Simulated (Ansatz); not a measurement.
## Computed properties of Be2C (Fm-3m)

All numbers come from Ansatz. Spin-unpolarised throughout; all numbers are computed.

Be2C (Fm-3m) from a database of computed structures, relaxed with r2SCAN. Space group Fm-3m (No. 225), cubic; a = 4.321 Å in the conventional setting, 6.72 Å³ an atom. Around Be lie 4 C at 1.87 Å; around C lie 8 Be at 1.87 Å.

```
Be C
1.0
     0.00000    2.16049    2.16049
     2.16049    0.00000    2.16049
     2.16049    2.16049    0.00000
Be C
2 1
Direct
  0.75000 0.75000 0.75000
  0.25000 0.25000 0.25000
  0.00000 0.00000 0.00000
```

Relaxed lattice by functional, symmetry kept:
```tsv
functional	k mesh	a (Å)	volume (Å³/atom)
PBE	10×10×10	4.328	6.76
r2SCAN	10×10×10	4.321	6.72
PBEsol	10×10×10	4.311	6.68
LDA	10×10×10	4.268	6.48
HSE06	6×6×6	4.306	6.65
```

Gaps on the r2SCAN cell, each the least over its mesh and the special points:
```csv
level,k mesh,gap (eV),kind,edges,least direct gap (eV),rough cost
LDA,10×10×10,1.19,indirect,Γ → X,4.04,1 core-seconds
PBE,10×10×10,1.17,indirect,Γ → X,4.15,1.2 core-seconds
r2SCAN,10×10×10,1.53,indirect,Γ → X,4.65,2.2 core-seconds
HSE06,8×8×8,1.91,indirect,Γ → X,5.14,50 core-seconds
DDH-PBE0,8×8×8,1.98,indirect,Γ → X,5.10,50 core-seconds
PBE0,8×8×8,2.60,indirect,Γ → X,5.83,50 core-seconds
r2SCAN0,8×8×8,2.81,indirect,Γ → X,6.13,70 core-seconds
Hartree-Fock,8×8×8,7.86,indirect,Γ → X,11.56,50 core-seconds
"G0W0@PBE (60 empty bands, 120 eV, 6×6×6)",6×6×6,1.86,–,Γ → X (mesh),–,10 core-seconds
"G0W0@PBE (149 empty bands, 220 eV, 6×6×6)",6×6×6,2.00,–,Γ → X (mesh),–,50 core-seconds
```
PBE: smearing of 0.02 eV; the others have fixed occupations.
Wave cutoffs: 420 eV, 500 eV (r2SCAN, r2SCAN0).
The G0W0 gap is PBE's gap over the path plus the quasiparticle shift read on the mesh. G0W0 here is at a finite number of bands, screening cutoff and k mesh, not at the basis limit.
Costs come from shared machines and give only the order; PBE's includes the band path. The runs had 2 threads of Arm Neoverse V1, on a shared host.

With HSE06 the valence top lies at Γ and the conduction bottom at X, 1.91 eV higher; the smallest vertical gap, at Γ, is 5.14 eV.

Set against the finite-basis gap of 2.00 eV from G0W0@PBE (149 empty bands, 220 eV, 6×6×6), the closest functional is DDH-PBE0, which differs by -0.02 eV, at about 23 times r2SCAN's cost; G0W0 itself took about 20 times r2SCAN's cost. The others: HSE06 -0.09, r2SCAN -0.47, PBE0 +0.60, r2SCAN0 +0.81, LDA -0.81, PBE -0.83, Hartree-Fock +5.86 eV. The yardstick still moved by +0.14 eV in its last step of bands and cutoff, so this order can change. r2SCAN covers 48 % of the step from PBE to HSE06, while HSE06 needs about 21 times r2SCAN's cost (on a coarser mesh). All these functionals give a gap of the same kind, indirect.

r2SCAN (ground state on 8×8×8): The electronic dielectric tensor ε∞ is 6.57 in all directions. Born charges, averaged over directions: Be +1.56, C -3.11 e. PBE (ground state on 8×8×8): ε∞: 6.97 in all directions. Born charges, averaged over directions: Be +1.54, C -3.08 e.

On the PBEsol cell (a = 4.311 Å), with PBEsol: All optical modes at Γ are real, from 654 to 708 cm⁻¹ without the longitudinal term; this says nothing of other wave vectors. With the long-range field the highest mode reaches 940 cm⁻¹. By the program's warning the force constants, and with them frequencies and ε⁰, aren't converged on this mesh. The electronic dielectric tensor ε∞ is 6.98 in all directions. With the ions relaxed, ε⁰ is 14.4 in all directions. Born charges, averaged over directions: Be +1.53, C -3.06 e.

The meshes of the hybrids are coarse, so their gaps aren't converged to the digits shown.
